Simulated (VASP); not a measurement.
# Ru (P6_3/mmc) in VASP: a series of runs

One crystal, Ru, is run at these levels: PBEsol; tasks: single point.

Everything below comes from runs of VASP 6.6.1. Logs are shortened: lines on timing, memory, paths and dates and some standing lists are left out, and cuts for length are marked.

**1. The undisturbed crystal**

The structure is hexagonal, space group P6_3/mmc (No. 194). Conventional cell: a = 2.706 Å, b = 2.706 Å, c = 4.282 Å, α = 90.00°, β = 90.00°, γ = 120.00°. Ru (site symmetry -6m2) has 12 Ru at 2.65 to 2.71 Å as nearest neighbours.

**2. Single point, PBEsol (grid = ENCUT=340 dk=0.35 cell=2x2x1 ISMEAR=1 SIGMA=0.1 LREAL=Auto EDIFF=1e-06)**

Input file INCAR:

```
SYSTEM = Ru
ALGO = Fast
EDIFF = 1E-6
ENCUT = 340
GGA = PS
ISIF = 2
ISMEAR = 1
LASPH = .True.
LCHARG = .False.
LREAL = Auto
LWAVE = .False.
NBANDS = 64
NELM = 120
PREC = Accurate
SIGMA = 0.1
```

Input file KPOINTS:

```
k-points
0
Gamma
  4 4 5
  0 0 0
```

Input file POSCAR:

```
Ru
1.0
    5.4116000000      0.0000000000      0.0000000000
   -2.7058000000      4.6865830752      0.0000000000
    0.0000000000      0.0000000000      4.2819000000
Ru
8
Direct
    0.3333333334      0.1666666666      0.7500000000
    0.3333333334      0.6666666666      0.7500000000
    0.8333333333      0.1666666666      0.7500000000
    0.8333333333      0.6666666666      0.7500000000
    0.1666666666      0.3333333334      0.2500000000
    0.1666666666      0.8333333333      0.2500000000
    0.6666666666      0.3333333334      0.2500000000
    0.6666666666      0.8333333333      0.2500000000
```

Potentials or basis: VASP PAW PBE potentials, release 64 (Ru_pv).

Run with:

```sh
$ cat potpaw_PBE.64/Ru_pv/POTCAR > POTCAR
$ mpirun -np 1 vasp_std > vasp.out
```

OUTCAR:

```text
SYSTEM = Ru
   EDIFF = 1E-6
   ENCUT = 340
   GGA = PS
   ISIF = 2
   ISMEAR = 1
   LASPH = .True.
   LREAL = Auto
   NELM = 120
   PREC = Accurate

 Found     12 irreducible k-points:

 Following reciprocal coordinates:
            Coordinates               Weight
  0.000000  0.000000  0.000000      1.000000
  0.250000  0.000000  0.000000      6.000000
  0.500000  0.000000  0.000000      3.000000
  0.250000  0.250000  0.000000      6.000000
  0.000000  0.000000  0.200000      2.000000
  0.250000  0.000000  0.200000     12.000000
   k-points           NKPTS =     12   k-points in BZ     NKDIM =     12   number of bands    NBANDS=     64
   number of dos      NEDOS =    301   number of ions     NIONS =      8
   total plane-waves  NPLWV =  36288
   dimension x,y,z NGX =    36 NGY =   36 NGZ =   28
   dimension x,y,z NGXF=    72 NGYF=   72 NGZF=   56
   ions per type =               8
   NGX,Y,Z   is equivalent  to a cutoff of  11.06, 11.06, 10.87 a.u.
   NGXF,Y,Z  is equivalent  to a cutoff of  22.12, 22.12, 21.74 a.u.
 SYSTEM =  Ru
   PREC   = accura    normal or accurate (medium, high low for compatibility)
   ISTART =      0    job   : 0-new  1-cont  2-samecut
   ICHARG =      2    charge: 1-file 2-atom 10-const
   ISPIN  =      1    spin polarized calculation?
   LNONCOLLINEAR =      F non collinear calculations
   LSORBIT =      F    spin-orbit coupling
   LASPH  =      T    aspherical Exc in radial PAW
   ENCUT  =  340.0 eV  24.99 Ry    5.00 a.u.   8.14  8.14  6.44*2*pi/ulx,y,z
   NELM   =    120;   NELMIN=  2; NELMDL= -5     # of ELM steps
   EDIFF  = 0.1E-05   stopping-criterion for ELM
   LREAL  =      T    real-space projection
   EDIFFG = 0.1E-04   stopping-criterion for IOM
   NSW    =      0    number of steps for IOM
   IBRION =     -1    ionic relax: 0-MD 1-quasi-New 2-CG
   NFREE  =      0    steps in history (QN), initial steepest desc. (CG)
   ISIF   =      2    stress and relaxation
   ISYM   =      2    0-nonsym 1-usesym 2-fastsym
   POTIM  = 0.5000    time-step for ionic-motion
   TEBEG  =    0.0;   TEEND  =   0.0 temperature during run
   PSTRESS=    0.0 pullay stress
   NELECT =     112.0000    total number of electrons
   NUPDOWN=      -1.0000    fix difference up-down
   EMIN   =  10.00;   EMAX   =-10.00  energy-range for DOS
   EFERMI =   0.00;   METHOD = LEGACY
   ISMEAR =     1;   SIGMA  =   0.10  broadening in eV -4-tet -1-fermi 0-gaus
   EFERMI_NEDOS =   21; number of points for ismear=-14 and -15
   IALGO  =     68    algorithm
   IMIX   =      4    mixing-type and parameters
     AMIX     =   0.40;   BMIX     =  1.00
     AMIX_MAG =   1.60;   BMIX_MAG =  1.00
  volume/ion in A,a.u.               =      13.57        91.61
  Fermi-wavevector in a.u.,A,eV,Ry     =   1.654022  3.125649 37.222674  2.735789
  Thomas-Fermi vector in A             =   2.742361
   LORBIT       =      0    0 simple, 1 ext, 2 COOP (PROOUT), +10 PAW based schemes
   GGA     = PS    functional components
   LHFCALC =     F    Hartree Fock is set to
   AEXX    =    0.0000 exact exchange contribution
   IVDW    =     0    specifies the selected vdW correction
   LEPSILON=     F    determine dielectric tensor
   LRPA    =     F    only Hartree local field effects (RPA)
 non-spin polarized calculation
 RMM-DIIS sequential band-by-band and
 Methfessel and Paxton  Order N= 1 SIGMA  =   0.10
  energy-cutoff  :      340.00
  volume of cell :      108.60
 maximum number of plane-waves:      1561
 NGX is ok and might be reduce to    36
   NGX = 17   NGY = 17   NGZ = 13

 number of electron     112.0000029 magnetization

 Free energy of the ion-electron system (eV)
  ---------------------------------------------------
  ext. energy  EPLUGINS =         0.00000000
  ---------------------------------------------------
  free energy    TOTEN  =       -81.51807760 eV

  energy without entropy =      -81.51618075  energy(sigma->0) =      -81.51744532

 E-fermi :  12.6971     XC(G=0): -14.2850

 val. band max:       12.6877323747   @ k =   0.2500   0.0000   0.4000
 cond. band min:      12.7143017173   @ k =   0.2500   0.0000   0.4000
 fundamental gap:      0.0265693427
 Fermi energy:        12.6970559562

 k-point     1 :       0.0000    0.0000    0.0000
  band No.  band energies     occupation
      1     -30.9114      2.00000
      2     -30.7134      2.00000
      3     -30.7134      2.00000
      4     -30.7134      2.00000
      5     -30.5216      2.00000
      6     -30.5216      2.00000
[... 56 lines left out ...]
     63      14.6025     -0.00000
     64      14.6297     -0.00000

 k-point     2 :       0.2500    0.0000    0.0000
  band No.  band energies     occupation
      1     -30.8583      2.00000
      2     -30.6556      2.00000
      3     -30.6556      2.00000
      4     -30.6040      2.00000
      5     -30.5329      2.00000
      6     -30.4755      2.00000
[... 56 lines left out ...]
     63      14.2178     -0.00000
     64      14.4429     -0.00000

 k-point     3 :       0.5000    0.0000    0.0000
  band No.  band energies     occupation
      1     -30.7156      2.00000
      2     -30.7156      2.00000
      3     -30.5549      2.00000
      4     -30.5549      2.00000
      5     -30.4722      2.00000
      6     -30.4722      2.00000
[... 56 lines left out ...]
     63      14.2556     -0.00000
     64      14.2587     -0.00000

 k-point     4 :       0.2500    0.2500    0.0000
  band No.  band energies     occupation
      1     -30.7601      2.00000
      2     -30.6042      2.00000
      3     -30.5939      2.00000
      4     -30.5939      2.00000
      5     -30.4692      2.00000
      6     -30.4692      2.00000
[... 56 lines left out ...]
     63      14.1195     -0.00000
     64      14.2058     -0.00000

 k-point     5 :       0.0000    0.0000    0.2000
  band No.  band energies     occupation
      1     -30.8058      2.00000
      2     -30.7846      2.00000
      3     -30.7846      2.00000
      4     -30.7846      2.00000
      5     -30.6101      2.00000
      6     -30.6101      2.00000
[... 56 lines left out ...]
     63      14.3257     -0.00000
     64      14.5321     -0.00000

 k-point     6 :       0.2500    0.0000    0.2000
  band No.  band energies     occupation
      1     -30.7673      2.00000
      2     -30.7263      2.00000
      3     -30.7263      2.00000
      4     -30.7123      2.00000
      5     -30.5683      2.00000
      6     -30.5683      2.00000
[... 56 lines left out ...]
     63      14.0156     -0.00000
     64      14.4198     -0.00000

 [... further k-points ...]
[... 5 lines left out ...]
  --------------------------------------------------------------------------------------
  -------------------------------------------------------------------------------------
  Total       -5.4708255     -5.4708255     -6.4102032      0.0000000     -0.0000000      0.0000000
  in kB      -80.7132659    -80.7132659    -94.5722780      0.0000000     -0.0000000      0.0000000
  external PRESSURE =     -85.3329366 kB  Pullay stress =       0.0000000 kB

 VOLUME and BASIS-vectors are now :
 -----------------------------------------------------------------------------
  energy-cutoff  :      340.00
  volume of cell :      108.60
      direct lattice vectors                 reciprocal lattice vectors
     5.411600000  0.000000000  0.000000000     0.184788233  0.106687536  0.000000000
    -2.705800000  4.686583075  0.000000000     0.000000000  0.213375072  0.000000000
     0.000000000  0.000000000  4.281900000     0.000000000  0.000000000  0.233541185

 POSITION                                       TOTAL-FORCE (eV/Angst)
 -----------------------------------------------------------------------------------
      1.35290      0.78110      3.21143        -0.000000     -0.000000      0.000000
      0.00000      3.12439      3.21143        -0.000000     -0.000000     -0.000000
      4.05870      0.78110      3.21143        -0.000000      0.000000     -0.000000
      2.70580      3.12439      3.21143        -0.000000      0.000000     -0.000000
     -0.00000      1.56219      1.07048         0.000000      0.000000      0.000000
     -1.35290      3.90549      1.07048         0.000000     -0.000000      0.000000
      2.70580      1.56219      1.07048         0.000000      0.000000      0.000000
      1.35290      3.90549      1.07048         0.000000     -0.000000      0.000000
 -----------------------------------------------------------------------------------
    total drift:                                0.000001      0.000001      0.000000

  FREE ENERGIE OF THE ION-ELECTRON SYSTEM (eV)
  ---------------------------------------------------
  free  energy   TOTEN  =       -81.5180775983 eV

  energy  without entropy=      -81.5161807503  energy(sigma->0) =      -81.51744532
```

Wall time 83 s (1 thread of Intel Xeon Platinum 8488C (Sapphire Rapids), shared host); peak memory 0.19 GiB.

These settings aren't checked as converged: the numbers below hold their error.

Results:

| Item | Value |
| --- | --- |
| Free energy | -81.5181 eV |
| Pressure | -8.5 GPa |
| Band gap on the k mesh | none (metal or under the smearing width) |

Caveat: the PAW data sets were made with another functional, which shifts forces and pressure a little.

**3. Single point, PBEsol (grid = ENCUT=400 dk=0.35 cell=2x2x1 ISMEAR=1 SIGMA=0.1 LREAL=Auto EDIFF=1e-06)**

Changes to INCAR since step 2:

```diff
@@ -3,3 +3,3 @@
 EDIFF = 1E-6
-ENCUT = 340
+ENCUT = 400
 GGA = PS
```

KPOINTS is that of step 2.

POSCAR is that of step 2.

Potentials or basis: VASP PAW PBE potentials, release 64 (Ru_pv).

Run with:

```sh
$ cat potpaw_PBE.64/Ru_pv/POTCAR > POTCAR
$ mpirun -np 1 vasp_std > vasp.out
```

OUTCAR:

```text
SYSTEM = Ru
   EDIFF = 1E-6
   ENCUT = 400
   GGA = PS
   ISIF = 2
   ISMEAR = 1
   LASPH = .True.
   LREAL = Auto
   NELM = 120
   PREC = Accurate

 Found     12 irreducible k-points:

 Following reciprocal coordinates:
            Coordinates               Weight
  0.000000  0.000000  0.000000      1.000000
  0.250000  0.000000  0.000000      6.000000
  0.500000  0.000000  0.000000      3.000000
  0.250000  0.250000  0.000000      6.000000
  0.000000  0.000000  0.200000      2.000000
  0.250000  0.000000  0.200000     12.000000
   k-points           NKPTS =     12   k-points in BZ     NKDIM =     12   number of bands    NBANDS=     64
[... 485 lines left out ...]
  Total       -4.8618783     -4.8618783     -5.8125296      0.0000000      0.0000000      0.0000000
  in kB      -71.7292245    -71.7292245    -85.7545620      0.0000000      0.0000000      0.0000000
  external PRESSURE =     -76.4043370 kB  Pullay stress =       0.0000000 kB

 VOLUME and BASIS-vectors are now :
 -----------------------------------------------------------------------------
  energy-cutoff  :      400.00
  volume of cell :      108.60
      direct lattice vectors                 reciprocal lattice vectors
     5.411600000  0.000000000  0.000000000     0.184788233  0.106687536  0.000000000
    -2.705800000  4.686583075  0.000000000     0.000000000  0.213375072  0.000000000
     0.000000000  0.000000000  4.281900000     0.000000000  0.000000000  0.233541185

 POSITION                                       TOTAL-FORCE (eV/Angst)
 -----------------------------------------------------------------------------------
      1.35290      0.78110      3.21143        -0.000000     -0.000000     -0.000000
      0.00000      3.12439      3.21143         0.000000     -0.000000      0.000000
      4.05870      0.78110      3.21143         0.000000     -0.000000     -0.000000
      2.70580      3.12439      3.21143         0.000000      0.000000      0.000000
     -0.00000      1.56219      1.07048        -0.000000     -0.000000     -0.000000
     -1.35290      3.90549      1.07048        -0.000000      0.000000      0.000000
      2.70580      1.56219      1.07048        -0.000000      0.000000     -0.000000
      1.35290      3.90549      1.07048        -0.000000     -0.000000      0.000000
 -----------------------------------------------------------------------------------
    total drift:                                0.000001      0.000001      0.000000

  FREE ENERGIE OF THE ION-ELECTRON SYSTEM (eV)
  ---------------------------------------------------
  free  energy   TOTEN  =       -81.4925095466 eV

  energy  without entropy=      -81.4904561430  energy(sigma->0) =      -81.49182508
```

OSZICAR:

```text
N       E                     dE             d eps       ncg     rms          rms(c)
DAV:   1     0.127203839546E+04    0.12720E+04   -0.59084E+04  1608   0.162E+03
DAV:   2    -0.251638778296E+02   -0.12972E+04   -0.12601E+04  1632   0.547E+02
DAV:   3    -0.859480616624E+02   -0.60784E+02   -0.58552E+02  2144   0.106E+02
DAV:   4    -0.879476281799E+02   -0.19996E+01   -0.19731E+01  1824   0.152E+01
DAV:   5    -0.879957922202E+02   -0.48164E-01   -0.48077E-01  1840   0.236E+00    0.385E+01
RMM:   6    -0.817762985213E+02    0.62195E+01   -0.17823E+01  1560   0.219E+01    0.976E+00
RMM:   7    -0.814758895781E+02    0.30041E+00   -0.60444E+00  1590   0.877E+00    0.152E+00
RMM:   8    -0.814925848025E+02   -0.16695E-01   -0.70595E-01  1658   0.302E+00    0.132E+00
RMM:   9    -0.814928893216E+02   -0.30452E-03   -0.17382E-01  1723   0.119E+00    0.348E-01
RMM:  10    -0.814920239603E+02    0.86536E-03   -0.19670E-02  1730   0.628E-01    0.618E-02
RMM:  11    -0.814924110735E+02   -0.38711E-03   -0.45244E-03  1847   0.173E-01    0.355E-02
RMM:  12    -0.814924813545E+02   -0.70281E-04   -0.84062E-04  2056   0.671E-02    0.108E-02
RMM:  13    -0.814924985151E+02   -0.17161E-04   -0.19647E-04  1869   0.334E-02    0.452E-03
RMM:  14    -0.814925058297E+02   -0.73146E-05   -0.74391E-05  1689   0.151E-02    0.289E-03
RMM:  15    -0.814925082767E+02   -0.24470E-05   -0.20131E-05  1207   0.760E-03    0.174E-03
RMM:  16    -0.814925091840E+02   -0.90733E-06   -0.10804E-05  1084   0.414E-03    0.726E-04
RMM:  17    -0.814925095466E+02   -0.36258E-06   -0.35732E-06  1030   0.242E-03
   1 F= -.81492510E+02 E0= -.81491825E+02  d E =-.205340E-02
```

stdout:

```text
POSCAR found type information on POSCAR Ru
 POSCAR found :  1 types and       8 ions
 scaLAPACK will be used
 -----------------------------------------------------------------------------
|                                                                             |
|                                                                             |
|     You have a (more or less) 'small supercell' and for smaller cells       |
|     it is recommended to use the reciprocal-space projection scheme!        |
|     The real-space optimization is not efficient for small cells and it     |
|     is also less accurate ...                                               |
|     Therefore, set LREAL=.FALSE. in the INCAR file.                         |
|                                                                             |
 -----------------------------------------------------------------------------

 -----------------------------------------------------------------------------
|                                                                             |
|                                                                             |
|     You enforced a specific xc type in the INCAR file but a different       |
|     I HOPE YOU KNOW WHAT YOU ARE DOING!                                     |
|                                                                             |
 -----------------------------------------------------------------------------

 LDA part: xc-table for (Slater+PW92), standard interpolation
 POSCAR, INCAR and KPOINTS ok, starting setup
 FFT: planning ... GRIDC
 FFT: planning ... GRID_SOFT
 FFT: planning ... GRID
 WAVECAR not read
 entering main loop
```

It took 87 s on 1 thread of Intel Xeon Platinum 8488C (Sapphire Rapids), shared host; peak memory 0.2 GiB.

These settings aren't checked as converged: the numbers below hold their error.

Results:

```
Free energy            : -81.4925 eV
Pressure               : -7.6 GPa
Band gap on the k mesh : none (metal or under the smearing width)
```

Caveat: the PAW data sets were made with another functional, which shifts forces and pressure a little.

**4. Single point, PBEsol (grid = ENCUT=460 dk=0.35 cell=2x2x1 ISMEAR=1 SIGMA=0.1 LREAL=Auto EDIFF=1e-06)**

Changes to INCAR since step 3:

```diff
@@ -3,3 +3,3 @@
 EDIFF = 1E-6
-ENCUT = 400
+ENCUT = 460
 GGA = PS
```

KPOINTS is that of step 3.

POSCAR is that of step 3.

Run with:

```sh
$ cat potpaw_PBE.64/Ru_pv/POTCAR > POTCAR
$ mpirun -np 1 vasp_std > vasp.out
```

Run time: 1.8 min. Hardware: 1 thread of Intel Xeon Platinum 8488C (Sapphire Rapids), shared host; peak memory 0.23 GiB.

The run converged, but some of its settings lie outside the range that counts as converged, so its numbers aren't taken as properties of the crystal.

Results:

```yaml
Free_energy: -81.4948 eV
Pressure: -6.9 GPa
Band_gap_on_the_k_mesh: none (metal or under the smearing width)
```

Caveat: the PAW data sets were made with another functional, which shifts forces and pressure a little.

**5. Single point, PBEsol (grid = ENCUT=520 dk=0.35 cell=2x2x1 ISMEAR=1 SIGMA=0.1 LREAL=Auto EDIFF=1e-06)**

Changes to INCAR since step 4:

```diff
@@ -3,3 +3,3 @@
 EDIFF = 1E-6
-ENCUT = 460
+ENCUT = 520
 GGA = PS
```

KPOINTS is that of step 4.

POSCAR is that of step 4.

Run with:

```sh
$ cat potpaw_PBE.64/Ru_pv/POTCAR > POTCAR
$ mpirun -np 1 vasp_std > vasp.out
```

Wall time 2.1 min (1 thread of Intel Xeon Platinum 8488C (Sapphire Rapids), shared host); peak memory 0.24 GiB.

These settings aren't checked as converged: the numbers below hold their error.

What came out:

```
Free energy            : -81.4982 eV
Pressure               : -6.8 GPa
Band gap on the k mesh : none (metal or under the smearing width)
```

Caveat: the PAW data sets were made with another functional, which shifts forces and pressure a little.

**6. Single point, PBEsol (grid = ENCUT=400 dk=0.27 cell=2x2x1 ISMEAR=1 SIGMA=0.1 LREAL=Auto EDIFF=1e-06)**

Changes to INCAR since step 5:

```diff
@@ -3,3 +3,3 @@
 EDIFF = 1E-6
-ENCUT = 520
+ENCUT = 400
 GGA = PS
```

Input file KPOINTS:

```
k-points
0
Gamma
  5 5 6
  0 0 0
```

POSCAR is that of step 5.

Potentials or basis: VASP PAW PBE potentials, release 64 (Ru_pv).

Run with:

```sh
$ cat potpaw_PBE.64/Ru_pv/POTCAR > POTCAR
$ mpirun -np 1 vasp_std > vasp.out
```

It took 2.2 min on 1 thread of Intel Xeon Platinum 8488C (Sapphire Rapids), shared host; peak memory 0.22 GiB.

These settings aren't checked as converged: the numbers below hold their error.

Results:

| Quantity | Value |
| --- | --- |
| Free energy | -81.2454 eV |
| Pressure | -7.1 GPa |
| Band gap on the k mesh | none (metal or under the smearing width) |

Caveat: the PAW data sets were made with another functional, which shifts forces and pressure a little.

**7. The reference run**

An earlier run on the cell as given: functional PBE; potentials or basis VASP PAW PBE potentials, release 64 (Ru_pv); cutoff 520 eV; k mesh 11 × 11 × 6; occupations fermi-dirac, width 0.05 eV; no spin polarisation.

- Pressure: 4.5 GPa
- Band gap on the k mesh: none (metal or under the smearing width)
